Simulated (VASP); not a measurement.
# BN (R3m) in VASP: settings compared

One crystal, BN, is run at these levels: SCAN, rSCAN, TPSS, LDA; tasks: band structure, dielectric tensor.

Everything below comes from runs of VASP 6.6.1. Logs are shortened: lines on timing, memory, paths and dates and some standing lists are left out, and cuts for length are marked.

## 1. Starting point

The structure is trigonal, space group R3m (No. 160). The conventional cell has a = 2.502 Å, b = 2.502 Å, c = 10.119 Å, α = 90.00°, β = 90.00°, γ = 120.00°. N (site symmetry 3m) is surrounded by 3 B at 1.44 Å. B (site symmetry 3m) has 3 N at 1.44 Å as nearest neighbours.

The cell is a database's computed one.

## 2. Band structure, SCAN

Input file INCAR:

```
  PREC = Accurate
  ENCUT = 520
  EDIFF = 1E-6
  ISMEAR = -1
  SIGMA = 0.05
  LREAL = F
  LASPH = T
  NELM = 100
  ALGO = Normal
  ISIF = 2
  LWAVE = F
  LCHARG = F
  METAGGA = SCAN
  LMIXTAU = T
```

Input file KPOINTS:

```
Automatic mesh
0
Gamma
  12 12 12
```

Input file POSCAR:

```
BN
1.0
    1.2511217832      0.7223354983      3.3729344033
   -1.2511217832      0.7223354983      3.3729344033
    0.0000000000     -1.4446709966      3.3729344033
N B
1 1
Direct
    0.6672382000      0.6672382000      0.6672382000
    0.0003288000      0.0003288000      0.0003288000
```

Input file KPOINTS_OPT:

```
path GLB1,BZGX,QFP1Z,LP
20
line-mode
reciprocal
 0.0000000000  0.0000000000  0.0000000000  G
 0.5000000000  0.0000000000  0.0000000000  L

 0.5000000000  0.0000000000  0.0000000000  L
 0.5000000000  0.1972419765 -0.1972419765  B1

 0.8027580235  0.5000000000  0.1972419765  B
 0.5000000000  0.5000000000  0.5000000000  Z

 0.5000000000  0.5000000000  0.5000000000  Z
 0.0000000000  0.0000000000  0.0000000000  G

 0.0000000000  0.0000000000  0.0000000000  G
 0.3486209883  0.0000000000 -0.3486209883  X

 0.6513790117  0.3486209883  0.0000000000  Q
 0.5000000000  0.5000000000  0.0000000000  F

 0.5000000000  0.5000000000  0.0000000000  F
 0.6513790117  0.6513790117  0.1972419765  P1

 0.6513790117  0.6513790117  0.1972419765  P1
 0.5000000000  0.5000000000  0.5000000000  Z

 0.5000000000  0.0000000000  0.0000000000  L
 0.8027580235  0.3486209883  0.3486209883  P
```

Potentials or basis: VASP PAW PBE potentials, release 64 (N, B).

On the command line:

```
> cat potpaw_PBE.64/N/POTCAR potpaw_PBE.64/B/POTCAR > POTCAR
> mpirun -np 1 vasp_std > vasp.out
```

OUTCAR:

```text
PREC = Accurate
   ENCUT = 520
   EDIFF = 1E-6
   ISMEAR = -1
   LREAL = F
   LASPH = T
   NELM = 100
   ISIF = 2
   METAGGA = SCAN

 ion  position               nearest neighbor table
   1  0.667  0.667  0.667-   2 1.44   2 1.44   2 1.44
   2  0.000  0.000  0.000-   1 1.44   1 1.44   1 1.44

  LATTYP: Found a trigonal (rhomboedric) cell.
 ALAT       =     3.6692997666
 COS(alpha) =     0.7674786797

  Lattice vectors:

 A1 = (   1.2511217832,   0.7223354983,   3.3729344033)
 A2 = (  -1.2511217832,   0.7223354983,   3.3729344033)
 A3 = (   0.0000000000,  -1.4446709966,   3.3729344033)

Analysis of symmetry for initial positions (statically):
=====================================================================
 Subroutine PRICEL returns:
 Original cell was already a primitive cell.

 Routine SETGRP: Setting up the symmetry group for a
 trigonal (rhombohedral) supercell.

 Subroutine GETGRP returns: Found  6 space group operations
 (whereof  6 operations were pure point group operations)
 out of a pool of 12 trial point group operations.

The static configuration has the point symmetry C_3v.

Analysis of symmetry for dynamics (positions and initial velocities):
=====================================================================
 Subroutine PRICEL returns:
 Original cell was already a primitive cell.

 Routine SETGRP: Setting up the symmetry group for a
 trigonal (rhombohedral) supercell.

 Subroutine GETGRP returns: Found  6 space group operations
 (whereof  6 operations were pure point group operations)
 out of a pool of 12 trial point group operations.

The dynamic configuration has the point symmetry C_3v.

 Subroutine INISYM returns: Found  6 space group operations
 (whereof  6 operations are pure point group operations),
 and found     1 'primitive' translations

----------------------------------------------------------------------------------------

                                     Primitive cell

  volume of cell :      18.2893

  direct lattice vectors                    reciprocal lattice vectors
     1.251121783  0.722335498  3.372934403     0.399641351  0.230733042  0.098825916
    -1.251121783  0.722335498  3.372934403    -0.399641351  0.230733042  0.098825916
     0.000000000 -1.444670997  3.372934403     0.000000000 -0.461466083  0.098825916

  length of vectors
     3.669299767  3.669299767  3.669299767     0.471929558  0.471929558  0.471929558

  position of ions in fractional coordinates (direct lattice)
     0.667238200  0.667238200  0.667238200
     0.000328800  0.000328800  0.000328800

  ion indices of the primitive-cell ions
   primitive index   ion index
                 1           1
                 2           2

----------------------------------------------------------------------------------------

 KPOINTS: Automatic mesh

Automatic generation of k-mesh.
 Grid dimensions read from file:
 generate k-points for:   12   12   12

 Generating k-lattice:

  Cartesian coordinates                     Fractional coordinates (reciprocal lattice)
     0.033303446  0.019227753  0.008235493     0.083333333  0.000000000  0.000000000
    -0.033303446  0.019227753  0.008235493     0.000000000  0.083333333  0.000000000
     0.000000000 -0.038455507  0.008235493     0.000000000  0.000000000  0.083333333

  Length of vectors
     0.039327463  0.039327463  0.039327463

  Shift w.r.t. Gamma in fractional coordinates (k-lattice)
     0.000000000  0.000000000  0.000000000

 Subroutine IBZKPT returns following result:
 ===========================================

 Found    189 irreducible k-points:

 Following reciprocal coordinates:
            Coordinates               Weight
  0.000000  0.000000  0.000000      1.000000
  0.083333 -0.000000 -0.000000      6.000000
  0.166667 -0.000000  0.000000      6.000000
  0.250000 -0.000000 -0.000000      6.000000
  0.333333 -0.000000  0.000000      6.000000
  0.416667 -0.000000 -0.000000      6.000000
[... 16 lines left out ...]
  0.500000  0.166667 -0.000000     12.000000
 -0.416667  0.166667  0.000000     12.000000
 [... further k-points ...]
   k-points           NKPTS =    189   k-points in BZ     NKDIM =    189   number of bands    NBANDS=      8
   number of dos      NEDOS =    301   number of ions     NIONS =      2
   total plane-waves  NPLWV =  21952
   dimension x,y,z NGX =    28 NGY =   28 NGZ =   28
   dimension x,y,z NGXF=    56 NGYF=   56 NGZF=   56
   ions per type =               1   1
   NGX,Y,Z   is equivalent  to a cutoff of  12.69, 12.69, 12.69 a.u.
   NGXF,Y,Z  is equivalent  to a cutoff of  25.37, 25.37, 25.37 a.u.
 SYSTEM =  unknown system
   PREC   = accura    normal or accurate (medium, high low for compatibility)
   ISTART =      0    job   : 0-new  1-cont  2-samecut
   ICHARG =      2    charge: 1-file 2-atom 10-const
   ISPIN  =      1    spin polarized calculation?
   LNONCOLLINEAR =      F non collinear calculations
   LSORBIT =      F    spin-orbit coupling
   LASPH  =      T    aspherical Exc in radial PAW
   ENCUT  =  520.0 eV  38.22 Ry    6.18 a.u.   6.82  6.82  6.82*2*pi/ulx,y,z
   NELM   =    100;   NELMIN=  2; NELMDL= -5     # of ELM steps
   EDIFF  = 0.1E-05   stopping-criterion for ELM
   LREAL  =      F    real-space projection
   EDIFFG = 0.1E-04   stopping-criterion for IOM
   NSW    =      0    number of steps for IOM
   IBRION =     -1    ionic relax: 0-MD 1-quasi-New 2-CG
   NFREE  =      0    steps in history (QN), initial steepest desc. (CG)
   ISIF   =      2    stress and relaxation
   ISYM   =      2    0-nonsym 1-usesym 2-fastsym
   POTIM  = 0.5000    time-step for ionic-motion
   TEBEG  =    0.0;   TEEND  =   0.0 temperature during run
   PSTRESS=    0.0 pullay stress
   NELECT =       8.0000    total number of electrons
   NUPDOWN=      -1.0000    fix difference up-down
   EMIN   =  10.00;   EMAX   =-10.00  energy-range for DOS
   EFERMI =   0.00;   METHOD = LEGACY
   ISMEAR =    -1;   SIGMA  =   0.05  broadening in eV -4-tet -1-fermi 0-gaus
   EFERMI_NEDOS =   21; number of points for ismear=-14 and -15
   IALGO  =     38    algorithm
   IMIX   =      4    mixing-type and parameters
     AMIX     =   0.40;   BMIX     =  1.00
     AMIX_MAG =   1.60;   BMIX_MAG =  1.00
  volume/ion in A,a.u.               =       9.14        61.71
  Fermi-wavevector in a.u.,A,eV,Ry     =   1.242717  2.348395 21.012099  1.544346
  Thomas-Fermi vector in A             =   2.377059
   LORBIT       =      0    0 simple, 1 ext, 2 COOP (PROOUT), +10 PAW based schemes
   METAGGA = SCAN    functional components
   LHFCALC =     F    Hartree Fock is set to
   AEXX    =    0.0000 exact exchange contribution
   IVDW    =     0    specifies the selected vdW correction
   LEPSILON=     F    determine dielectric tensor
   LRPA    =     F    only Hartree local field effects (RPA)
 non-spin polarized calculation
  energy-cutoff  :      520.00
  volume of cell :       18.29
 maximum number of plane-waves:       517
   NGX = 13   NGY = 13   NGZ = 13

 number of electron       8.0000000 magnetization

 Free energy of the ion-electron system (eV)
  ---------------------------------------------------
  ext. energy  EPLUGINS =         0.00000000
  ---------------------------------------------------
  free energy    TOTEN  =       -19.65333295 eV

  energy without entropy =      -19.65333295  energy(sigma->0) =      -19.65333295

 E-fermi :   2.8771     XC(G=0): -10.6891

 val. band max:        1.8416009166   @ k =  -0.3333   0.3333   0.0000
 cond. band min:       6.5912130647   @ k =   0.5000   0.5000  -0.0000
 fundamental gap:      4.7496121481
 Fermi energy:         2.8770888748

 k-point     1 :       0.0000    0.0000    0.0000
  band No.  band energies     occupation
      1     -16.9865      2.00000
      2      -2.4655      2.00000
      3       0.5288      2.00000
      4       0.5288      2.00000
      5       7.3016      0.00000
      6      14.2849      0.00000
      7      14.2849      0.00000
      8      16.1460      0.00000

 k-point     2 :       0.0833   -0.0000   -0.0000
  band No.  band energies     occupation
      1     -16.8430      2.00000
      2      -2.3095      2.00000
      3      -0.0714      2.00000
      4       0.2612      2.00000
      5       7.5942      0.00000
      6      14.2223      0.00000
      7      14.9092      0.00000
      8      15.6244      0.00000

 k-point     3 :       0.1667   -0.0000    0.0000
  band No.  band energies     occupation
      1     -16.4214      2.00000
      2      -1.8602      2.00000
      3      -1.5611      2.00000
      4      -0.3917      2.00000
      5       8.3650      0.00000
      6      14.0551      0.00000
      7      14.2732      0.00000
      8      16.6094      0.00000

 k-point     4 :       0.2500   -0.0000   -0.0000
  band No.  band energies     occupation
      1     -15.7525      2.00000
      2      -3.4703      2.00000
      3      -1.1502      2.00000
      4      -1.1022      2.00000
      5       9.4247      0.00000
      6      12.4064      0.00000
      7      13.9902      0.00000
      8      19.0263      0.00000

 k-point     5 :       0.3333   -0.0000    0.0000
  band No.  band energies     occupation
      1     -14.9128      2.00000
      2      -5.3482      2.00000
      3      -1.8024      2.00000
      4      -0.1574      2.00000
      5       9.7757      0.00000
      6      11.3748      0.00000
      7      14.0589      0.00000
      8      20.1268      0.00000
[... 177 lines left out ...]
 k-point    22 :       0.4167    0.1667   -0.0000
  band No.  band energies     occupation
      1     -14.5400      2.00000
      2      -5.3413      2.00000
      3      -3.0671      2.00000
      4      -0.0683      2.00000
      5       9.4149      0.00000
      6      12.9822      0.00000
      7      15.7153      0.00000
      8      18.2582      0.00000

 k-point    23 :       0.5000    0.1667   -0.0000
  band No.  band energies     occupation
      1     -13.7851      2.00000
      2      -6.5892      2.00000
      3      -3.6095      2.00000
      4       0.9123      2.00000
      5       8.2203      0.00000
      6      13.9819      0.00000
      7      15.9164      0.00000
      8      17.7822      0.00000

 k-point    24 :      -0.4167    0.1667    0.0000
  band No.  band energies     occupation
      1     -13.4557      2.00000
      2      -7.1051      2.00000
      3      -3.7902      2.00000
      4       1.5235      2.00000
      5       7.6118      0.00000
      6      14.0276      0.00000
      7      16.1083      0.00000
      8      16.9447      0.00000

 [... further k-points ...]

------------------------ aborting loop because EDIFF is reached ----------------------------------------

  FORCE on cell =-STRESS in cart. coord.  units (eV):
  Direction    XX          YY          ZZ          XY          YZ          ZX
  --------------------------------------------------------------------------------------
  -------------------------------------------------------------------------------------
  Total       -0.2089257     -0.2089257     -0.0213022      0.0000000      0.0000000      0.0000000
  in kB      -18.3022597    -18.3022597     -1.8661119      0.0000000      0.0000000      0.0000000
  external PRESSURE =     -12.8235437 kB  Pullay stress =       0.0000000 kB

 VOLUME and BASIS-vectors are now :
 -----------------------------------------------------------------------------
  energy-cutoff  :      520.00
  volume of cell :       18.29
      direct lattice vectors                 reciprocal lattice vectors
     1.251121783  0.722335498  3.372934403     0.399641351  0.230733042  0.098825916
    -1.251121783  0.722335498  3.372934403    -0.399641351  0.230733042  0.098825916
     0.000000000 -1.444670997  3.372934403     0.000000000 -0.461466083  0.098825916

 POSITION                                       TOTAL-FORCE (eV/Angst)
 -----------------------------------------------------------------------------------
      0.00000      0.00000      6.75165         0.000000      0.000000     -0.009717
      0.00000      0.00000      0.00333         0.000000     -0.000000      0.009717
 -----------------------------------------------------------------------------------
    total drift:                               -0.000000      0.000000     -0.003330

  FREE ENERGIE OF THE ION-ELECTRON SYSTEM (eV)
  ---------------------------------------------------
  free  energy   TOTEN  =       -19.6533329526 eV

  energy  without entropy=      -19.6533329526  energy(sigma->0) =      -19.65333295
```

It took 3 min on 1 thread of Intel Xeon 6975P-C (Granite Rapids), shared host; peak memory 0.18 GiB.

Results:

```
Free energy             : -19.6533 eV
Pressure                : -1.3 GPa
Largest force           : 0.010 eV/Å
Band gap on the k mesh  : 4.75 eV, indirect (least direct gap 5.28 eV)
Band gap along the path : 4.69 eV, indirect (least direct gap 5.28 eV)
```

Forces in eV/Å, atoms in the order of the input:
```
N    0.000  0.000 -0.010
B    0.000  0.000  0.010
```

Levels at the corners of the path, in eV from the valence-band top:
```
point  band 1  band 2  band 3  band 4  band 5  band 6  band 7  band 8
    Γ  -18.89   -4.37   -1.37   -1.37    5.40   12.38   12.38   14.24
    L  -15.61   -9.36   -4.28   -0.66    5.80   10.52   13.62   15.66
    L  -15.61   -9.36   -4.28   -0.66    5.80   10.52   13.62   15.66
   B1  -15.07   -8.28   -7.25   -0.43    5.33   12.97   14.84   16.90
    B  -15.07   -8.28   -7.25   -0.43    5.33   12.97   14.84   16.90
    Z  -18.64   -6.38   -1.39   -1.39   10.71   12.31   12.31   12.94
    Z  -18.64   -6.38   -1.39   -1.39   10.71   12.31   12.31   12.94
    Γ  -18.89   -4.37   -1.37   -1.37    5.40   12.38   12.38   14.24
    Γ  -18.89   -4.37   -1.37   -1.37    5.40   12.38   12.38   14.24
    X  -15.00   -8.24   -7.45   -0.17    5.16   12.91   14.56   17.32
    Q  -15.00   -8.24   -7.45   -0.17    5.16   12.91   14.56   17.32
    F  -15.55   -9.24   -4.34   -1.25    4.69   10.52   14.93   18.42
    F  -15.55   -9.24   -4.34   -1.25    4.69   10.52   14.93   18.42
   P1  -15.66   -9.09   -4.28   -1.57    5.45   10.58   14.98   17.45
   P1  -15.66   -9.09   -4.28   -1.57    5.45   10.58   14.98   17.45
    Z  -18.64   -6.38   -1.39   -1.39   10.71   12.31   12.31   12.94
    L  -15.61   -9.36   -4.28   -0.66    5.80   10.52   13.62   15.66
    P  -15.66   -9.09   -4.28   -1.57    5.45   10.58   14.98   17.45
```

Caveat: the PAW data sets were made with another functional, which shifts forces and pressure a little. SCAN opens gaps a little over a GGA but as a rule still falls short of measured ones.

## 3. Band structure, rSCAN

Input file INCAR:

```
SYSTEM = BN
ALGO = Normal
EDIFF = 1E-7
ENCUT = 520
ISIF = 2
ISMEAR = -1
LASPH = .True.
LCHARG = .False.
LMIXTAU = .True.
LREAL = .False.
LWAVE = .False.
METAGGA = RSCAN
NELM = 80
PREC = Accurate
SIGMA = 0.05
```

Input file KPOINTS:

```
k-points
0
Gamma
  12 12 12
  0 0 0
```

POSCAR is that of step 2.

KPOINTS_OPT, as its differences from that of step 2:

```diff
@@ -1,3 +1,3 @@
 path GLB1,BZGX,QFP1Z,LP
-20
+10
 line-mode
```

Potentials or basis: VASP PAW PBE potentials, release 64 (N, B).

On the command line:

```
> cat potpaw_PBE.64/N/POTCAR potpaw_PBE.64/B/POTCAR > POTCAR
> mpirun -np 1 vasp_std > vasp.out
```

Wall time 2.4 min (1 thread of Intel Xeon 6975P-C (Granite Rapids), shared host); peak memory 0.17 GiB.

Results (log left out):

- Free energy: -20.0564 eV
- Pressure: -1.5 GPa
- Largest force: 0.008 eV/Å
- Band gap on the k mesh: 4.79 eV, indirect (least direct gap 5.32 eV)
- Band gap along the path: 4.73 eV, indirect (least direct gap 5.33 eV)

Forces on the atoms (eV/Å):
```
N    0.000  0.000 -0.008
B    0.000  0.000  0.008
```

Stress tensor (GPa, compression positive):
```
-2.26  0.00  0.00
 0.00 -2.26  0.00
 0.00  0.00  0.04
```

Levels at the corners of the path, in eV from the valence-band top:
| point | band 1 | band 2 | band 3 | band 4 | band 5 | band 6 | band 7 | band 8 |
| --- | --- | --- | --- | --- | --- | --- | --- | --- |
| Γ | -18.80 | -4.35 | -1.38 | -1.38 | 5.45 | 12.35 | 12.35 | 14.27 |
| L | -15.52 | -9.34 | -4.28 | -0.66 | 5.84 | 10.54 | 13.68 | 15.68 |
| L | -15.52 | -9.34 | -4.28 | -0.66 | 5.84 | 10.54 | 13.68 | 15.68 |
| B1 | -14.97 | -8.27 | -7.23 | -0.43 | 5.37 | 13.00 | 14.88 | 16.91 |
| B | -14.97 | -8.27 | -7.23 | -0.43 | 5.37 | 13.00 | 14.88 | 16.91 |
| Z | -18.55 | -6.36 | -1.40 | -1.40 | 10.75 | 12.28 | 12.28 | 12.97 |
| Z | -18.55 | -6.36 | -1.40 | -1.40 | 10.75 | 12.28 | 12.28 | 12.97 |
| Γ | -18.80 | -4.35 | -1.38 | -1.38 | 5.45 | 12.35 | 12.35 | 14.27 |
| Γ | -18.80 | -4.35 | -1.38 | -1.38 | 5.45 | 12.35 | 12.35 | 14.27 |
| X | -14.91 | -8.24 | -7.43 | -0.17 | 5.20 | 12.94 | 14.60 | 17.35 |
| Q | -14.91 | -8.24 | -7.43 | -0.17 | 5.20 | 12.94 | 14.60 | 17.35 |
| F | -15.46 | -9.22 | -4.34 | -1.25 | 4.73 | 10.54 | 14.99 | 18.46 |
| F | -15.46 | -9.22 | -4.34 | -1.25 | 4.73 | 10.54 | 14.99 | 18.46 |
| P1 | -15.57 | -9.07 | -4.28 | -1.56 | 5.49 | 10.60 | 15.03 | 17.50 |
| P1 | -15.57 | -9.07 | -4.28 | -1.56 | 5.49 | 10.60 | 15.03 | 17.50 |
| Z | -18.55 | -6.36 | -1.40 | -1.40 | 10.75 | 12.28 | 12.28 | 12.97 |
| L | -15.52 | -9.34 | -4.28 | -0.66 | 5.84 | 10.54 | 13.68 | 15.68 |
| P | -15.57 | -9.07 | -4.28 | -1.56 | 5.49 | 10.60 | 15.03 | 17.50 |

Caveat: the PAW data sets were made with another functional, which shifts forces and pressure a little.

(Part 1 of 2 ends here.)
